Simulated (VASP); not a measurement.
**GaAs in VASP: how settings move the PBE single point**

Aim: see what changed inputs do to the PBE single point of GaAs built on the zincblende prototype, under +1.0 % biaxial strain in x and y, free along z.

Program: VASP 6.6.1. PAW datasets, plane waves. Spin-unpolarised throughout; all numbers are computed.

## Step 1: The cell

The cell comes from an earlier relaxation with r2SCAN in another program, then strained, with the atoms relaxed again.

The symmetry is I-4m2 (No. 119, tetragonal); conventional cell a = 4.047 Å, c = 5.618 Å, 23.00 Å³ an atom. Ga has 4 As at 2.46 Å; As has 4 Ga at 2.46 Å.

Structure file:

```cif
data_structure
_symmetry_space_group_name_H-M 'P 1'
_symmetry_Int_Tables_number 1
_cell_length_a 4.0098
_cell_length_b 4.0098
_cell_length_c 4.0467
_cell_angle_alpha 59.696
_cell_angle_beta 59.696
_cell_angle_gamma 60.609
_cell_volume 46.00
loop_
_atom_site_label
_atom_site_type_symbol
_atom_site_fract_x
_atom_site_fract_y
_atom_site_fract_z
_atom_site_occupancy
Ga1 Ga 0.00000 0.00000 0.00000 1
As1 As 0.25000 0.25000 0.25000 1
```

## Step 2: The reference run

INCAR reads:

```
ENCUT = 520.000000
SIGMA = 0.020000
EDIFF = 1.00e-07
GGA = PE
PREC = Accurate
IBRION = -1
ISIF = 2
ISMEAR = -1
NBANDS = 16
NELM = 120
NSW = 0
LASPH = .TRUE.
LCHARG = .FALSE.
LWAVE = .FALSE.
LREAL = .FALSE.
```

KPOINTS reads:

```
KPOINTS created by Atomic Simulation Environment
0
Gamma
8 8 8
0 0 0
```

POSCAR reads:

```
Ga As
 1.0000000000000000
     0.0000000000000000    2.8614159464000002    2.8090795022999999
     2.8614159464000002    0.0000000000000000    2.8090795022999999
     2.8614159464000002    2.8614159464000002    0.0000000000000000
 Ga  As
   1   1
Cartesian
  0.0000000000000000  0.0000000000000000  0.0000000000000000
  1.4307079732000001  1.4307079732000001  1.4045397511500000
```

A file KPOINTS_OPT adds named points for the levels; it doesn't enter the self-consistent loop.

Potentials: the recommended PBE PAW datasets, 18 valence electrons.

Run with:

```bash
mpirun -np 1 vasp_std
```

## Step 3: Altered input 1

INCAR: that of step 2 with these lines changed.

```diff
@@ -11,3 +11,2 @@
 NSW = 0
-LASPH = .TRUE.
 LCHARG = .FALSE.
@@ -15 +14,4 @@
 LREAL = .FALSE.
+NELECT = 19
+ISYM = 0
+LASPH = .FALSE.
```

KPOINTS reads:

```
KPOINTS created by Atomic Simulation Environment
0
Gamma
4 4 4
0 0 0
```

POSCAR is that of step 2.

## Step 4: Altered input 2

INCAR reads:

```
ENCUT = 520.000000
SIGMA = 0.020000
EDIFF = 1.00e-07
PREC = Accurate
IBRION = -1
ISIF = 2
ISMEAR = -1
NBANDS = 16
NSW = 0
LASPH = .TRUE.
LCHARG = .FALSE.
LWAVE = .FALSE.
LREAL = .FALSE.
METAGGA = MS2
ADDGRID = .TRUE.
NELM = 71
```

KPOINTS is that of step 2.

POSCAR is that of step 2.

## Step 5: Altered input 3

INCAR: that of step 2 with these lines changed.

```diff
@@ -8,4 +8,2 @@
 ISMEAR = -1
-NBANDS = 16
-NELM = 120
 NSW = 0
@@ -15 +13,4 @@
 LREAL = .FALSE.
+ISYM = -1
+NBANDS = 21
+NELM = 71
```

KPOINTS reads:

```
KPOINTS created by Atomic Simulation Environment
0
Gamma
4 4 4
0 0 0
```

POSCAR is that of step 2.

**Question.** What will these runs give? Wanted: for each run, changed; ending; energy change; pressure; electronic steps; usable.

**Answer**, as computed:

| run | changed | ending | energy change (meV/atom) | pressure (GPa) | gap on the mesh (eV; negative: overlap) | electronic steps | time | usable |
| --- | --- | --- | --- | --- | --- | --- | --- | --- |
| ref. | – | converged | 0 | 2.1 | 0.32 | 14 | 63 s | yes |
| 1 | NELECT = 19, ISYM = 0, LASPH = .FALSE., mesh 4×4×4 | converged | – | 37.7 | – | 14 | 29 s | no |
| 2 | METAGGA = MS2, ADDGRID = .TRUE., NELM = 71 | converged | – | -1.0 | 0.72 | 19 | 3.4 min | yes |
| 3 | ISYM = -1, NBANDS = 21, NELM = 71, mesh 4×4×4 | converged | 86.4 | 2.4 | 0.30 | 14 | 68 s | no |

What this shows: Of 3 altered inputs, 2 ended normally on a faulty or unsound input, 1 gave usable results.
